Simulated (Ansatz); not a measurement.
SnS₂ built on the CdI2 prototype, relaxed with r2SCAN+rVV10, was run in Ansatz under altered settings. All numbers are computed, without spin polarisation but where a row says otherwise.

```yaml
crystal:
  lattice:
    - [3.66075, 0.00000, 0.00000]
    - [-1.83038, 3.17031, 0.00000]
    - [0.00000, 0.00000, 5.96178]
  atoms:
    - { symbol: Sn, position: [0.00000, 0.00000, 0.00000] }
    - { symbol: S, position: [0.33333, 0.66667, 0.24559] }
    - { symbol: S, position: [0.66667, 0.33333, 0.75441] }
```

The base run's other keys:
```yaml
kpoints:
  mp_grid: { grid: [6, 6, 4] }
hamiltonian:
  xc: pbe
scf:
  occupations: { method: fixed }
  n_extra_bands: 4
```

It takes 6 iterations with 1327 plane waves at 420 eV and 24 k points, and leaves a mean stress of +3.13 GPa. The gap over this mesh is 1.496 eV.

Outcomes, with energy and stress as changes against the base:
```
                        setting            outcome  ΔF (meV/atom)  Δ mean stress (GPa)  gap on the mesh (eV)  iterations
kpoints.mp_grid.grid: [4, 4, 4]          converged            +22                +0.27                 1.491           6
           scf.n_extra_bands: 0          converged            0.0                 0.00                 1.496           7
 crystal.symmetry.detect: false          converged            0.0                 0.00                 1.496           7
         basis.ecutrho_ratio: 8          converged            0.0                 0.00                 1.496           7
 scf.occupations: gaussian 0.05          converged            0.0                 0.00                 1.496           6
             basis.ecutwfc: 300  converged, warned            +25                +0.20                 1.489           7
             basis.ecutwfc: 250  converged, warned           +235                +0.36                 1.474           6
kpoints.mp_grid.grid: [5, 5, 5]          converged           +4.3                +0.06                 1.558           6
             scf.mixing.ndim: 2          converged            0.0                 0.00                 1.496           7
           hamiltonian.xc: pw91            refused              –                    –                     –           –
         hamiltonian.xc: pbesol          converged              –                -2.97                 1.403           6
```
A dash marks a value that wasn't obtained or can't be compared. Stress is positive in compression.

- kpoints.mp_grid.grid: [4, 4, 4]. The free energy moves by +22 meV an atom, the mean stress by +0.27 GPa and the gap on the mesh by -0.006 eV (to 1.491). The mesh is too coarse.
- basis.ecutwfc: 300. 785 plane waves in place of 1327. The free energy moves by +25 meV an atom, the mean stress by +0.20 GPa and the gap on the mesh by -0.007 eV (to 1.489). The basis is too small: these are errors of the cutoff. Warned: cutoff below recommended.
- basis.ecutwfc: 250. 615 plane waves in place of 1327. The free energy moves by +235 meV an atom, the mean stress by +0.36 GPa and the gap on the mesh by -0.023 eV (to 1.474). The basis is too small: these are errors of the cutoff. Warned: cutoff below recommended.
- hamiltonian.xc: pw91. It is rejected at once. Error: YAML parse error: line 13 column 7: hamiltonian.xc: unknown variant `pw91`, expected one of […]
- hamiltonian.xc: pbesol. The mean stress moves by -2.97 GPa and the gap on the mesh by -0.093 eV (to 1.403). It's another functional on the same cell, so totals aren't comparable.

Within 1 meV an atom, 0.1 GPa and 0.005 eV of the base stay: scf.n_extra_bands: 0; crystal.symmetry.detect: false; basis.ecutrho_ratio: 8; scf.occupations: gaussian 0.05; scf.mixing.ndim: 2.

No spin-orbit coupling is included; it can move band edges with weight on the heavy atoms by tenths of an eV.
